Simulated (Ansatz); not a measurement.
The cell comes from COD entry 9009006, which wasn't checked; take it as a given geometry. The listed cell was then made from it by scaling, straining or moving an atom.

CdF₂: DFT, LDA, all-electron PAW with datasets made for the crystal, scalar-relativistic (Ansatz 0.2.0). What sets it apart from a plain run of this crystal: zz strain of -1 %.

Command: `ansatz run input.yaml --threads 1 --pin off --max-ram 4096MiB --backend cpu --events-out ev --progress --plain --runs-dir out` The run took 9.4 s on 1 thread of Arm Neoverse V1 (shared host), peak memory 0.55 GiB.

```yaml
crystal:
  lattice:
    - [0.0, 2.694, 2.66706]
    - [2.694, 0.0, 2.66706]
    - [2.694, 2.694, 0.0]
  atoms:
    - { symbol: Cd, position: [0.0, 0.0, 0.0] }
    - { symbol: F, position: [0.25, 0.25, 0.25] }
    - { symbol: F, position: [0.75, 0.75, 0.75] }
kpoints:
  mp_grid: { grid: [8, 8, 8] }
scf:
  occupations: { method: fermi_dirac, width: 0.02 }
hamiltonian:
  xc: lda
  pseudopotentials: { kind: all_electron, datasets: crystal }
output:
  forces: true
  stress: true
  eigenvalues: true
  efg: { contact_densities: true }
```

Output:

```
hamiltonian.pseudopotentials.datasets: crystal makes datasets for this crystal and solves the spheres of its atoms anew in each pass: cutoff 340.0 eV, the density's 1360.0 eV; for an error of 0.50 meV an atom under PBE, 1.5 meV for the cell; an energy difference from a run of another recipe may be off by several times the error for the cell, under r2SCAN by more, where some 0.1 meV an atom stays at smaller errors; F in spheres of 1.048 Å, 7 of its electrons in bands; Cd in spheres of 1.275 Å, 12 of its electrons in bands, 8 on its site; only band paths and densities of states list, in semicore columns, the levels of the semicore shells that are solved separately: 4s of Cd, 4p of Cd
Cd: output.efg is read without spin–orbit coupling, which moves field gradients at and beside such atoms by some per cent and up to a factor of two; PAW files take it under magnetization.noncollinear and magnetization.spin_orbit
Engine: ansatz 0.2.0
Pseudopotentials: kind: all_electron
Pseudopotential: Cd, paw, valence charge 20, recommended cutoff 340 eV (normal), Koelling and Harmon's equation, gaussian nucleus
Pseudopotential: F, paw, valence charge 7, recommended cutoff 340 eV (normal), Koelling and Harmon's equation, gaussian nucleus
Functional definition: SPW92
  exchange = slater_x
  correlation = pw_c
Crystal: 3 atoms, lattice volume = 38.713 Å³
Basis set: ecut = 340 eV, 537 PW (Γ)
Bands: 17, of which v1, the nominal top of the filled ones, is band 13 counted from 1 (12 counted from 0)
Symmetry: 16 space group operations
Space group: I4/mmm (ITA 139), of the structure as read, at distance tolerance 3.4e-5 Å
k-points: 59 of 512
Non-local potential: Cd, projectors of the file, l = 0: 1, l = 1: 1, l = 2: 2
Non-local potential: F, projectors of the file, l = 0: 3, l = 1: 2
PAW form: soft (Blöchl's): semilocal exchange-correlation on the pseudo side does not see the compensation charge
PAW one-centre angular grid: Cd, 590 points (default); XC on its mesh's 1843 points in the sphere
PAW one-centre angular grid: F, 110 points (default); XC on its mesh's 1945 points in the sphere
Initial density: superposition of atomic densities (neutral atoms: chi_scale 0, normalization atom)
Initial wavefunctions: pseudopotential atomic-orbital guess
Functional: x = slater, c = lda
iter 1 solved again at ethr=1.56e-2 eV; its pass at ethr=1.00e-1 eV (dr2=4.05e0 eV) is discarded
SCF iter   1: F=—  HF=-157509.789238 eV  |F-HF|=—  |Δ(HF+E_count)|=         —  Δρ=1.03e-1  dr2=4.14e0  ethr=1.56e-2  ⟨swp⟩=2.0  Hψ=5209  notcnv=0
preconditioner: auto → none  [insulator: Δε(μ)=3.828 eV  Ē_g=16.608 eV  σ=0.020 eV  W_gap=1.00  n_scr=14 (ndim 8)  ℏωp=30.4 eV  f_vac=0.050  D(μ)=0.00/eV (n_scr^D=0)  ε∞_Penn≈4.4]
SCF iter   2: F=—  HF=-157508.782593 eV  |F-HF|=—  |Δ(HF+E_count)|=    1.01e0  Δρ=6.61e-2  dr2=8.87e-1  ethr=1.56e-2  ⟨swp⟩=3.0  Hψ=2691  notcnv=0
iter 3 solved again at ethr=2.70e-4 eV; its pass at ethr=3.41e-3 eV (dr2=7.03e-2 eV) is discarded
SCF iter   3: F=—  HF=-157508.429240 eV  |F-HF|=—  |Δ(HF+E_count)|=   3.53e-1  Δρ=1.49e-2  dr2=7.09e-2  ethr=2.70e-4  ⟨swp⟩=2.0  Hψ=5163  notcnv=0  defer=1
SCF iter   4: F=—  HF=-157508.409429 eV  |F-HF|=—  |Δ(HF+E_count)|=   1.98e-2  Δρ=2.79e-3  dr2=2.35e-3  ethr=2.70e-4  ⟨swp⟩=3.0  Hψ=2194  notcnv=0  defer=1
SCF iter   5: F=—  HF=-157508.410188 eV  |F-HF|=—  |Δ(HF+E_count)|=   7.59e-4  Δρ=5.69e-4  dr2=1.14e-4  ethr=9.04e-6  ⟨swp⟩=3.0  Hψ=3091  notcnv=0  defer=1
SCF iter   6: F=—  HF=-157508.410122 eV  |F-HF|=—  |Δ(HF+E_count)|=   6.56e-5  Δρ=9.74e-5  dr2=1.70e-6  ethr=4.40e-7  ⟨swp⟩=2.9  Hψ=1945  notcnv=0  defer=1
SCF iter   7: F=—  HF=-157508.410121 eV  |F-HF|=—  |Δ(HF+E_count)|=   1.85e-6  Δρ=1.80e-5  dr2=4.70e-8  ethr=6.55e-9  ⟨swp⟩=3.0  Hψ=2369  notcnv=0
SCF iter   8: F=-157508.410121 eV  HF=-157508.410121 eV  |F-HF|=3.93e-9  |Δ(HF+E_count)|=   5.28e-8  Δρ=4.21e-6  dr2=4.45e-9  ethr=1.81e-10  ⟨swp⟩=3.0  Hψ=2331  notcnv=0  defer=1
SCF 1 converged in 8 iterations: F = -157508.410127 eV  dr2 = 4.45e-9
  Residual-converged pass: ⟨swp⟩=2.2  Hψ=1596  notcnv=0  max |occ|·‖R‖ = 6.5e-6 eV (tolerance 6.5e-6 eV)  dr2=4.49e-9  dr2_onsite=2.71e-9  max |Δocc| = 0.0e0
  greatest PAW one-centre occupation: 0.961 electrons in one spin orbital (limit 2), on the Cd atom at site 0 (counted from 0), in its partial waves of l = 2
SCF converged after 8 iterations
Free energy (F): -157508.410127 eV
Harris-Foulkes:  -157508.410127 eV  (|F-HF|=3.93e-9)
Internal energy: -157508.410127 eV  (E = F + TS)
E sigma→0 (E₀):  -157508.410127 eV
Past the cutoff: the bands carry plane waves up to 1.75 times it, of which those up to 1.5 times it add -0.000117 eV an atom, each by itself; the spheres take 0.000311 eV an atom off the energy for waves past 1.75 times it
By the cutoff:   a pressure is off by up to 0.009 GPa (1.2 times the spheres' own share and the shells' term, over an atom's volume, and 0.004 GPa: a bound that held against runs at twice the plane waves)
Past the cutoffs: a stress includes 0.0045 GPa for waves and charges beyond them, in addition to the slope of what the spheres take
In the spheres:  the bands' charges fall short by 1.1e-6 e at most (sound up to 1e-3), those of shells solved beside the bands by 1.8e-7 e (sound up to 5e-4)
Fermi energy:    8.252398 eV
--- Per-component energies (eV) ---
  The terms above E_closure are by the made datasets' own strengths, without shells solved beside the bands.
--- Forces (eV/Å), atoms counted from 1 ---
  atom   1  Cd     0.00000000     0.00000000     0.00000000
  atom   2  F      0.00000000     0.00000000     0.00000000
  atom   3  F      0.00000000    -0.00000000     0.00000000
  max |Σ_I F_I| component: 2.78e-17 eV/Å
--- Stress (GPa, compression-positive) ---
       -5.038742       0.000000       0.000000
        0.000000      -5.038742       0.000000
        0.000000       0.000000      -3.891618
  P = ⅓ Tr σ = -4.6564 GPa (-46.564 kbar)
  It holds what live shells' own plane waves past their cutoff add
--- PAW observables at the nuclei: V_zz in 10²¹ V/m², potentials from the cell's mean, atoms counted from 1 ---
  atom   1  Cd V_zz =    +0.256906   η = 0.0000   by run symmetry: allowed
            electrostatic potential = -7701.997730 V   contact ρ = 1031600.316250 e/Å³
  atom   2  F  V_zz =    -0.293683   η = 0.0000   by run symmetry: allowed
            electrostatic potential = -737.898700 V   contact ρ = 3086.926944 e/Å³
  atom   3  F  V_zz =    -0.293683   η = 0.0000   by run symmetry: allowed
            electrostatic potential = -737.898700 V   contact ρ = 3086.926944 e/Å³
--- Band table (eV; the first three rows and the last of 59) ---
  k-point 0: bands = ["-13.7061", "-12.5042", "1.1565", "1.1565", "1.1597", "2.4825", "2.4890", "5.7431", "5.7431", "5.8319", "6.3311", "6.3623", "6.3623", "9.6454", "19.1529"]
  k-point 1: bands = ["-13.6517", "-12.5523", "1.2183", "1.2216", "1.3327", "2.4619", "2.4678", "5.2781", "5.6484", "5.6997", "6.2213", "6.3504", "6.3605", "10.2478", "18.4455"]
  k-point 2: bands = ["-13.5041", "-12.6823", "1.3614", "1.3688", "1.8056", "2.4447", "2.4474", "4.5155", "5.3694", "5.4024", "5.6632", "6.3820", "6.3825", "11.5772", "17.2749"]
  k-point 58: bands = ["-13.1724", "-12.9235", "1.3135", "2.1910", "2.1910", "2.6137", "2.7996", "3.7003", "3.7003", "3.7103", "6.2989", "6.7147", "6.7147", "14.6195", "16.2074"]
```
